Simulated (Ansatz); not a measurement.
Compressing Rh

Theory: DFT PBE, scalar-relativistic, plane waves, PAW in Ansatz. Settings: 420 eV cutoff, 18×18×18 k-mesh, Gaussian smearing of 0.10 eV, no spin polarisation.

Starting point, cell and atoms relaxed:

```yaml
crystal:
  lattice:
    - [0.00000, 1.91497, 1.91497]
    - [1.91497, 0.00000, 1.91497]
    - [1.91497, 1.91497, 0.00000]
  atoms:
    - { symbol: Rh, position: [0.00000, 0.00000, 0.00000] }
```

Cell and atoms are relaxed at each pressure within the symmetry of the start, at zero temperature, so transitions that lower the symmetry aren't seen. The k-mesh given is that at zero pressure and may differ at others. a, b and c are the lengths of the cell vectors above. ΔH is E + PV over the energy at zero pressure.

| P (GPa) | V (Å³/atom) | V/V0 | a (Å) | b (Å) | c (Å) | ΔH (eV/atom) |
| --- | --- | --- | --- | --- | --- | --- |
| -3 | 14.21 | 1.012 | 2.719 | 2.719 | 2.719 | -0.264 |
| 0 | 14.04 | 1.000 | 2.708 | 2.708 | 2.708 | 0.000 |
| 3 | 13.89 | 0.989 | 2.698 | 2.698 | 2.698 | 0.261 |
| 8 | 13.65 | 0.972 | 2.682 | 2.682 | 2.682 | 0.691 |
| 15 | ? | ? | ? | ? | ? | ? |
| 30 | ? | ? | ? | ? | ? | ? |
| 60 | 12.01 | 0.855 | 2.571 | 2.571 | 2.571 | 4.821 |

(1) What stands in the row for 15 GPa?

(2) What stands in the row for 30 GPa?

Answers

(1) V 13.35 Å³/atom; V/V0 0.950; a 2.662 Å; b 2.662 Å; c 2.662 Å; ΔH 1.280 eV/atom.

(2) V 12.81 Å³/atom; V/V0 0.912; a 2.626 Å; b 2.626 Å; c 2.626 Å; ΔH 2.503 eV/atom.